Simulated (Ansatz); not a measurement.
# Co: how well frozen cores do

Does the method matter for Co? The same cell, functional and mesh are run with LAPW, all electrons, frozen-core PAW and datasets made for this crystal.

This is Co in the fcc structure; at room conditions it is hcp.

Program: Ansatz 0.2.0. Level of theory: DFT PBE, scalar-relativistic. These are calculated values, not measurements.

### 1 The system as given

The structure is cubic, space group Fm-3m (No. 225). The conventional cell has a = 3.513 Å, b = 3.513 Å, c = 3.513 Å, α = 90.00°, β = 90.00°, γ = 90.00°. Around Co (site symmetry m-3m) lie 12 Co at 2.48 Å.

Structure file:

```xyz
1
Lattice="0.0000 1.7567 1.7567 1.7567 0.0000 1.7567 1.7567 1.7567 0.0000" Properties=species:S:1:pos:R:3 pbc="T T T"
Co    0.0000    0.0000    0.0000
```

Structure from a Materials Project entry, not relaxed further.

### 2 LAPW, all electrons

File input.yaml:

```yaml
crystal:
  lattice:
    - [0.0, 1.7566572351, 1.7566572351]
    - [1.7566572351, 0.0, 1.7566572351]
    - [1.7566572351, 1.7566572351, 0.0]
  atoms:
    - { symbol: Co, position: [0.0, 0.0, 0.0], spin: 2.0 }
magnetization:
  spin_polarized: true
kpoints:
  mp_grid: { grid: [18, 18, 18] }
  band_path:
    path:
      - [0.0, 0.0, 0.0]
      - [0.5, 0.0, 0.5]
      - [0.625, 0.25, 0.625]
      - [0.375, 0.375, 0.75]
      - [0.0, 0.0, 0.0]
      - [0.5, 0.5, 0.5]
      - [0.5, 0.25, 0.75]
      - [0.5, 0.0, 0.5]
    npoints: 14
scf:
  occupations: { method: fermi_dirac, width: 0.05 }
hamiltonian:
  xc: pbe
  pseudopotentials: { kind: all_electron, lapw: { basis_error: 0.001 } }
output:
  forces: true
  stress: true
  eigenvalues: true
  populations: true
  dos: { projected: true, de: 0.2, e_range: [-14, 8] }
```

The run is started by

```bash
> ansatz run input.yaml --threads 1 --pin off --max-ram 3072MiB --backend cpu --events-out ev --progress --plain --runs-dir out
```

### 3 Frozen-core PAW

Changes to input.yaml since step 2:

```diff
@@ -26,3 +26,3 @@
   xc: pbe
-  pseudopotentials: { kind: all_electron, lapw: { basis_error: 0.001 } }
+  pseudopotentials: { kind: paw }
 output:
@@ -31,3 +31,9 @@
   eigenvalues: true
+  efg: { contact_densities: true }
   populations: true
+  bader: true
   dos: { projected: true, de: 0.2, e_range: [-14, 8] }
+  write_density: true
+  write_potential: true
+  elf: true
+  volumetric_format: npy
```

### 4 Datasets made for this crystal

Changes to input.yaml since step 3:

```diff
@@ -21,3 +21,3 @@
       - [0.5, 0.0, 0.5]
-    npoints: 14
+    npoints: 8
 scf:
@@ -26,3 +26,3 @@
   xc: pbe
-  pseudopotentials: { kind: paw }
+  pseudopotentials: { kind: all_electron, datasets: crystal }
 output:
@@ -32,8 +32 @@
   efg: { contact_densities: true }
-  populations: true
-  bader: true
-  dos: { projected: true, de: 0.2, e_range: [-14, 8] }
-  write_density: true
-  write_potential: true
-  elf: true
-  volumetric_format: npy
```

(Steps that only read results are left out.)

Q: Predict the outcome of this session. Wanted: pressure; gap; spin moments.

The runs gave:

```
           quantity                                           value
           pressure  LAPW 1.01, PAW 1.09, crystal datasets 1.02 GPa
         gap (LAPW)                                            none
spin moments (LAPW)                                      Co 1.68 μB
```

The pressure of 1.0 GPa pushes the cell to expand, with the atoms held in place. Bands cross the Fermi level: the crystal is a metal at this level. Co 3d carries the largest share, 95 %, of the projected states within 0.3 eV of the Fermi level. The projection holds only the free atom's occupied shells (Co 4s, Co 3d in this range). In pressure, PAW differs from LAPW by +0.08 GPa. The price, with the outputs that each input asks for: 32 s for LAPW against 11 s for PAW, about 3 to one. The magnetic state is the one reached from the start moments in this cell; it needn't be the ground state.
